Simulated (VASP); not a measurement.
A run of VASP 6.6.1:

Contents of INCAR:

```
SYSTEM = Bi
ALGO     = Normal         ! electronic algorithm
EDIFF    = 1E-6           ! SCF threshold, eV
EDIFFG   = -0.01          ! ionic threshold
ENCUT    = 600            ! plane-wave cutoff, eV
GGA      = PE             ! functional
IBRION   = 2              ! ionic algorithm
ISIF     = 3              ! what is computed and relaxed
ISMEAR   = 1              ! smearing method
LASPH    = .TRUE.         ! aspherical terms in the spheres
LCHARG   = .FALSE.        ! write CHGCAR
LREAL    = .FALSE.        ! projectors in reciprocal space
LWAVE    = .FALSE.        ! write WAVECAR
NELM     = 80             ! most SCF steps
NSW      = 90             ! ionic steps
PREC     = Accurate       ! precision mode
SIGMA    = 0.1            ! smearing width, eV
```

KPOINTS

```
k-points
0
G
  10 10 10
  0 0 0
```

Contents of POSCAR:

```
Bi
1.0
    2.2675000000      1.3091417354      3.9380000000
   -2.2675000000      1.3091417354      3.9380000000
    0.0000000000     -2.6182834708      3.9380000000
Bi
2
Direct
    0.2340000000      0.2340000000      0.2340000000
    0.7660000000      0.7660000000      0.7660000000
```

Potentials or basis: VASP PAW PBE potentials, release 64 (Bi_d).

The run is started by

```sh
$ cat potpaw_PBE.64/Bi_d/POTCAR > POTCAR
$ mpirun -np 1 vasp_std > vasp.out
```

Hardware: 1 thread of AMD EPYC 9R45 (Zen 5), with other jobs on the host.

How long does it take, and how much memory?

Wall time 11 min on 1 thread of AMD EPYC 9R45 (Zen 5), with other jobs on the host, peak memory 0.31 GiB. Counts: scf iterations 73, k points 116, ion steps 10.
